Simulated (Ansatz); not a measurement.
Wanted: the native input for an Ansatz 0.2.0 run.

| Property | Result |
| --- | --- |
| Task | electric field gradients |
| Functional | PBE |
| Potentials or basis | all-electron PAW datasets made for the crystal |
| Cutoff | 220 eV (chosen from the basis error) |
| k mesh | 10 × 10 × 10 |
| Occupations | fermi-dirac, width 0.05 eV |
| Spin | no spin polarisation |

Crystal: GaSb.

```
CELL_PARAMETERS angstrom
-2.75343 2.75343 1.59071
2.75343 -2.75343 1.59071
2.75343 2.75343 -1.59071
ATOMIC_POSITIONS crystal
Sb 0.00000 0.00000 0.00000
Ga 0.75000 0.25000 0.50000
```

Measurements of this composition are mostly on another form, of space group No. 216.

One way to write it, as run:

input.yaml

```yaml
crystal:
  lattice:
    - [-2.753434, 2.753434, 1.590707]
    - [2.753434, -2.753434, 1.590707]
    - [2.753434, 2.753434, -1.590707]
  atoms:
    - { symbol: Sb, position: [0.0, 0.0, 0.0] }
    - { symbol: Ga, position: [0.75, 0.25, 0.5] }
kpoints:
  mp_grid: { grid: [10, 10, 10] }
scf:
  occupations: { method: fermi_dirac, width: 0.05 }
hamiltonian:
  xc: pbe
  pseudopotentials: { kind: all_electron, datasets: crystal }
output:
  forces: true
  stress: true
  eigenvalues: true
  efg: {}
```

Potentials or basis: all-electron PAW datasets made for the crystal.

Launch:

```bash
$ ansatz run input.yaml --threads 1 --pin off --max-ram 3072MiB --backend cpu --events-out ev --progress --plain --runs-dir out
```

It gave:

```
Pressure               : 0.2 GPa
Band gap on the k mesh : none (metal or under the smearing width)
```

Run time: 17 s on 1 thread of Arm Neoverse V2, with other jobs on the host, peak memory 0.65 GiB.
